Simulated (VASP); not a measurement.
Wanted: the native input for a VASP 6.6.1 run.

```yaml
Task: single point
Functional: PBE
Potentials_or_basis: VASP PAW PBE potentials, release 64 (Sn_d)
Cutoff: 520 eV
k_mesh: 7 × 7 × 7
Occupations: fermi-dirac, width 0.05 eV
Spin: no spin polarisation
Further_INCAR_settings: ALGO = Normal; EDIFF = 1e-07; NBANDS = 21
```

The structure of Sn lies in POSCAR:

```
Sn
1.0
    0.0000000000      3.2333428000      3.2333428000
    3.2333428000      0.0000000000      3.2333428000
    3.2333428000      3.2333428000      0.0000000000
Sn
2
Direct
    0.7513240000      0.7590190000      0.7625880000
    0.4946710000      0.5090020000      0.5000090000
```

This isn't the form of Sn at room conditions, which is tetragonal (white tin).

The cell isn't the ideal one: atoms moved at random, drawn with an rms of 0.05 Å.

One way to write it, as run:

INCAR

```
ALGO = Normal ; EDIFF = 1E-7
ENCUT = 520 ; GGA = PE
ISIF = 2 ; ISMEAR = -1
LASPH = T ; LCHARG = T
LELF = T ; LREAL = F
LVHAR = T ; LWAVE = F
NBANDS = 21 ; NELM = 60
PREC = Accurate ; SIGMA = 0.05
```

KPOINTS

```
k-points
0
Gamma
  7 7 7
```

Potentials or basis: VASP PAW PBE potentials, release 64 (Sn_d).

The run is started by

```console
$ cat potpaw_PBE.64/Sn_d/POTCAR > POTCAR
$ mpirun -np 1 vasp_std > vasp.out
```

It gave:

```json
{
 "Pressure": "3.9 GPa",
 "Largest force": "0.584 eV/Å",
 "Band gap on the k mesh": "none (metal or under the smearing width)"
}
```

Run time: 110 s on 1 thread of Intel(R) Xeon(R) Platinum 8559C (Emerald Rapids), with other jobs on the host, peak memory 0.33 GiB.
